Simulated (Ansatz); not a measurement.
ZrC, 2 atoms in the cell. The structure is cubic, space group Fm-3m (No. 225). Conventional cell: a = 4.730 Å, b = 4.730 Å, c = 4.730 Å, α = 90.00°, β = 90.00°, γ = 90.00°. Around Zr (site symmetry m-3m) lie 6 C at 2.37 Å. Around C (site symmetry m-3m) lie 6 Zr at 2.37 Å. 

```yaml
Program: Ansatz 0.2.0
Task: relaxation of cell and atoms
Functional: BLYP
Dispersion: D3(BJ)
Potentials_or_basis: all-electron LAPW, scalar-relativistic
Basis_error_allowed: 0.001 eV/atom
k_mesh: 10 × 10 × 10
Occupations: fermi-dirac, width 0.05 eV
Spin: no spin polarisation
```

Potentials or basis: all-electron LAPW, scalar-relativistic.

Run with:

```bash
$ ansatz run input.yaml --threads 1 --pin off --max-ram 3072MiB --backend cpu --events-out ev --progress --plain --runs-dir out
```

Hardware: 1 thread of AMD EPYC 9R14 (Zen 4), with other jobs on the host.

Problem. Estimate the wall time of this run.

Solution. Run time: 11 s on 1 thread of AMD EPYC 9R14 (Zen 4), with other jobs on the host, peak memory 0.34 GiB. Counts: scf iterations 24, plane waves 259, k points 47, bands 22, ion steps 5.
